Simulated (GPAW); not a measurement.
# CdGeAs2 and the effect of the functional

```xyz
8
Lattice="-2.9889 2.9889 5.6643 2.9889 -2.9889 5.6643 2.9889 2.9889 -5.6643" Properties=species:S:1:pos:R:3 pbc="T T T"
Cd    0.0000    0.0000    5.6643
Cd    2.9889    0.0000    2.8321
As    1.4944    1.3224   -1.4161
As    1.6665   -1.4944    7.0804
As    1.4944    1.6665    4.2482
As    1.3224    4.4833    1.4161
Ge    0.0000    2.9889    2.8321
Ge    0.0000    0.0000    0.0000
```

The cell is a database's computed one, not the measured one.

Kept alike: task band structure; k mesh 4 × 4 × 4; occupations fermi-dirac, width 0.05 eV; no spin polarisation. Program: GPAW, potentials by row: the program's PAW data sets (release 1.2.1) made for this functional (LDA); GPAW PAW data sets (gpaw-data 1.2.1) (PBE); PAW data sets generated for this functional (PBEsol), cutoff 600 eV. The mesh is that of the run's cell of 8 atoms. No spin-orbit coupling.

```csv
functional,pressure (GPa)
LDA,-2.50
PBE,2.22
PBEsol,-0.67
```

Pressure is positive in compression; the values hold the error of the finite cutoff, so their zero can differ a little from the energy's minimum.

What does the functional change here?

The pressure runs from -2.50 (LDA) to 2.22 GPa (PBE). From PBE: LDA -4.72; PBEsol -2.89.
